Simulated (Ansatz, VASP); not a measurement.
## InP in two plane-wave programs

Aim: how closely do two programs agree when they are given the same cell, functional and k mesh? The cell is taken from a series of runs on this material, whose earlier steps may have relaxed, scaled, displaced or heated it; both programs get it as it stands.

Program: Ansatz 0.2.0. Level of theory: plane waves, with VASP 6.6.1 beside it; single point at HSE06. Results are calculated unless marked as measured.

## Step 1: The starting structure

It takes space group I-4m2 (No. 119, tetragonal). Conventional cell: a = 4.240 Å, b = 4.240 Å, c = 5.743 Å, α = 90.00°, β = 90.00°, γ = 90.00°. In has 4 P at 2.56 Å nearest. Nearest to P lie 4 In at 2.56 Å. Farther neighbours are not listed.

Structure file:

```cif
data_structure
_symmetry_space_group_name_H-M 'I-4m2'
_symmetry_Int_Tables_number 119
_cell_length_a 4.2400
_cell_length_b 4.2400
_cell_length_c 5.7434
_cell_angle_alpha 90.000
_cell_angle_beta 90.000
_cell_angle_gamma 90.000
_cell_volume 103.25
loop_
_atom_site_label
_atom_site_type_symbol
_atom_site_symmetry_multiplicity
_atom_site_Wyckoff_symbol
_atom_site_fract_x
_atom_site_fract_y
_atom_site_fract_z
_atom_site_occupancy
In1 In 2 a 0.00000 0.00000 0.00000 1
P1 P 2 c 0.50000 0.00000 0.75000 1
```

## Step 2: VASP: single point, HSE06

With cell and atoms fixed, the geometry can't cause a difference; cores, projectors, grids and the points listed under the comparison can.

Lines of VASP's logs that name or quote its potential files are left out, and so is its time.

The run reads the wave functions of an earlier VASP run, which isn't shown here.

File INCAR:

```
SYSTEM = InP
PREC = Accurate
ENCUT = 400
EDIFF = 1E-06
NELM = 100
ISMEAR = -1
SIGMA = 0.02
LREAL = .FALSE.
ALGO = Normal
LHFCALC = .TRUE.
AEXX = 0.25
GGA = PE
HFSCREEN = 0.208
LASPH = .TRUE.
NBANDS = 24
PRECFOCK = Fast
LORBIT = 11
LWAVE = .FALSE.
LCHARG = .FALSE.
KPAR = 8
ISIF = 2
```

File POSCAR:

```
InP
1.0
    4.2399706800      0.0000000000      0.0000000000
    0.0000000000      4.2399706800      0.0000000000
    0.0000000000      0.0000000000      5.7434358045
In P
2 2
Direct
    0.0000000000      0.0000000000      0.0000000000
    0.5000000000      0.5000000000      0.5000000000
    0.5000000000      0.0000000000      0.7500000000
    0.0000000000      0.5000000000      0.2500000000
```

File KPOINTS:

```
Automatic mesh
0
Gamma
5 5 3
0 0 0
```

Potentials, in the order of the species: In_d and P (PBE family, release 64).

On the command line:

```bash
$ mpirun -np 8 vasp_std
```

Numbers of over 12 decimals in the logs are rounded to 6 here.

What it wrote:

```text
[banner, memory and clock lines left out]
running    8 mpi-ranks, on    1 nodes
 distrk:  each k-point on    1 cores,    8 groups
 distr:  one band on    1 cores,    1 groups

 POSCAR found type information on POSCAR InP
 POSCAR found :  2 types and       4 ions
|                                                                             |
|           W    W    AA    RRRRR   N    N  II  N    N   GGGG   !!!           |
|           W    W   A  A   R    R  NN   N  II  NN   N  G    G  !!!           |
|           W    W  A    A  R    R  N N  N  II  N N  N  G       !!!           |
|           W WW W  AAAAAA  RRRRR   N  N N  II  N  N N  G  GGG   !            |
|           WW  WW  A    A  R   R   N   NN  II  N   NN  G    G                |
|           W    W  A    A  R    R  N    N  II  N    N   GGGG   !!!           |
|                                                                             |
|     For optimal performance we recommend to set                             |
|       NCORE = 2 up to number-of-cores-per-socket                            |
|     NCORE specifies how many cores store one orbital (NPAR=cpu/NCORE).      |
|     This setting can greatly improve the performance of VASP for DFT.       |
|     The default, NCORE=1 might be grossly inefficient on modern             |
|     multi-core architectures or massively parallel machines. Do your        |
|     Unfortunately you need to use the default for GW and RPA                |
|     calculations (for HF NCORE is supported but not extensively tested      |
|     yet).                                                                   |
|                                                                             |

 LDA part: xc-table for (Slater+PW92), standard interpolation
 found WAVECAR, reading the header
 POSCAR, INCAR and KPOINTS ok, starting setup
 FFT: planning ... GRIDC
 FFT: planning ... GRID_SOFT
 FFT: planning ... GRID
 reading WAVECAR
 the WAVECAR file was read successfully
 initial charge from wavefunction
 entering main loop
       N       E                     dE             d eps       ncg     rms          rms(c)
DAV:   1    -0.199403160975E+02   -0.19940E+02   -0.83168E-01   752   0.102E+01    0.512E+00
DAV:   2    -0.199537248344E+02   -0.13409E-01   -0.77637E-02   672   0.211E+00    0.464E+00
DAV:   3    -0.199532088848E+02    0.51595E-03   -0.62005E-03   824   0.862E-01    0.354E+00
DAV:   4    -0.199528411206E+02    0.36776E-03   -0.44903E-04   744   0.241E-01    0.218E+00
DAV:   5    -0.199527399793E+02    0.10114E-03   -0.13813E-04   728   0.103E-01    0.135E+00
DAV:   6    -0.199527135713E+02    0.26408E-04   -0.27056E-05   768   0.484E-02    0.824E-01
DAV:   7    -0.199527037050E+02    0.98663E-05   -0.48557E-06   584   0.241E-02    0.496E-01
DAV:   8    -0.199527008607E+02    0.28443E-05   -0.20668E-06   568   0.136E-02    0.299E-01
DAV:   9    -0.199527002639E+02    0.59674E-06   -0.80936E-07   408   0.780E-03
   1 F= -.19952700E+02 E0= -.19952700E+02  d E =-.241132E-10
```

Parts of OUTCAR (step 2):

```text
ion  position               nearest neighbor table
   1  0.000  0.000  0.000-   3 2.56   4 2.56   4 2.56   3 2.56
   2  0.500  0.500  0.500-   3 2.56   4 2.56   3 2.56   4 2.56
   3  0.500  0.000  0.750-   1 2.56   2 2.56   2 2.56   1 2.56
   4  0.000  0.500  0.250-   1 2.56   2 2.56   1 2.56   2 2.56

  LATTYP: Found a simple tetragonal cell.
 ALAT       =     4.2399706800
 C/A-ratio  =     1.3545932833

 Subroutine GETGRP returns: Found  8 space group operations
 (whereof  8 operations were pure point group operations)

The static configuration has the point symmetry D_2d.

 Found     12 irreducible k-points:

   k-points           NKPTS =     12   k-points in BZ     NKDIM =     75   number of bands    NBANDS=     24

   dimension x,y,z NGX =    28 NGY =   28 NGZ =   40
   dimension x,y,z NGXF=    56 NGYF=   56 NGZF=   80

   ENCUT  =  400.0 eV  29.40 Ry    5.42 a.u.   6.91  6.91  9.37*2*pi/ulx,y,z

   NELECT =      36.0000    total number of electrons

 k-points in reciprocal lattice and weights: Automatic mesh
   0.00000000  0.00000000  0.00000000       0.013
   0.20000000  0.00000000  0.00000000       0.053
   0.40000000  0.00000000  0.00000000       0.053
   0.20000000  0.20000000  0.00000000       0.053
   0.40000000  0.20000000  0.00000000       0.107
   0.40000000  0.40000000  0.00000000       0.053
   0.00000000  0.00000000  0.33333333       0.027
   0.20000000  0.00000000  0.33333333       0.107
   0.40000000  0.00000000  0.33333333       0.107
   0.20000000  0.20000000  0.33333333       0.107
   0.40000000  0.20000000  0.33333333       0.213
   0.40000000  0.40000000  0.33333333       0.107

  exchange ACFDT corr.  =         0.00000000  see jH, gK, PRB 81, 115126

 average (electrostatic) potential at core
       1 -89.7061       2 -89.7061       3 -79.4734       4 -79.4734

 E-fermi :   5.0305

 k-point     1 :       0.0000    0.0000    0.0000
  band No.  band energies     occupation
    ...
     14       1.8823      2.00000
     15       1.8823      2.00000
     16       4.4293      2.00000
     17       4.4293      2.00000
     18       4.6314      2.00000
     19       5.8307      0.00000
     20       6.7565      0.00000
     21       7.2186      0.00000
     22       9.3814      0.00000
     23       9.4415      0.00000
    ...

 k-point     2 :       0.2000    0.0000    0.0000
  band No.  band energies     occupation
    ...
     14       1.1824      2.00000
     15       2.1457      2.00000
     16       2.4396      2.00000
     17       3.8768      2.00000
     18       4.2505      2.00000
     19       7.2049      0.00000
     20       7.2137      0.00000
     21       8.7800      0.00000
     22       9.4500      0.00000
     23       9.7220      0.00000
    ...

 k-point     3 :       0.4000    0.0000    0.0000
  band No.  band energies     occupation
    ...
     14       0.2683      2.00000
     15       1.1978      2.00000
     16       2.3664      2.00000
     17       2.8399      2.00000
     18       3.6712      2.00000
     19       7.8449      0.00000
     20       8.0807      0.00000
     21      10.2405      0.00000
     22      10.4732      0.00000
     23      10.4910      0.00000
    ...

  Total       -0.7112687     -0.7112687      0.3939334      0.0000000      0.0000000      0.0000000
  in kB      -11.0368927    -11.0368927      6.1127406      0.0000000      0.0000000      0.0000000
  external PRESSURE =      -5.3203483 kB  Pullay stress =       0.0000000 kB

  energy-cutoff  :      400.00
  volume of cell :      103.25
      direct lattice vectors                 reciprocal lattice vectors
     4.239970680  0.000000000  0.000000000     0.235850688  0.000000000  0.000000000
     0.000000000  4.239970680  0.000000000     0.000000000  0.235850688  0.000000000
     0.000000000  0.000000000  5.743435804     0.000000000  0.000000000  0.174111809

 POSITION                                       TOTAL-FORCE (eV/Angst)
 -----------------------------------------------------------------------------------
      0.00000      0.00000      0.00000         0.000000     -0.000000      0.000000
      2.11999      2.11999      2.87172        -0.000000      0.000000      0.000000
      2.11999      0.00000      4.30758         0.000000     -0.000000     -0.000000
      0.00000      2.11999      1.43586         0.000000     -0.000000     -0.000000
 -----------------------------------------------------------------------------------
    total drift:                                0.000000      0.000000      0.000001

  FREE ENERGIE OF THE ION-ELECTRON SYSTEM (eV)
  ---------------------------------------------------
  free  energy   TOTEN  =       -19.9527002639 eV

  energy  without entropy=      -19.9527002639  energy(sigma->0) =      -19.95270026

 total charge
# of ion       s       p       d       tot
------------------------------------------
    1        0.837   0.758   9.912  11.508
    2        0.837   0.758   9.912  11.508
    3        1.022   1.503   0.000   2.525
    4        1.022   1.503   0.000   2.525
--------------------------------------------------
tot          3.719   4.522  19.825  28.065

[... 3 further parts left out ...]
```

The run ends at a pressure of -0.53 GPa.

(Continued in part 2 of 2.)

[Lines on the potential files, build, host, timing and source positions are cut from VASP's logs without a mark.]

[Logs are printed without paths, hosts, clocks, repeated set-up lines and the standing remarks that a program may print on its own settings, such as how far it seeks lower states.]

[Hosts, paths, dates, database ids (printed as entryN), source tags and the programs' standing remarks are cut or masked in the printed files.]
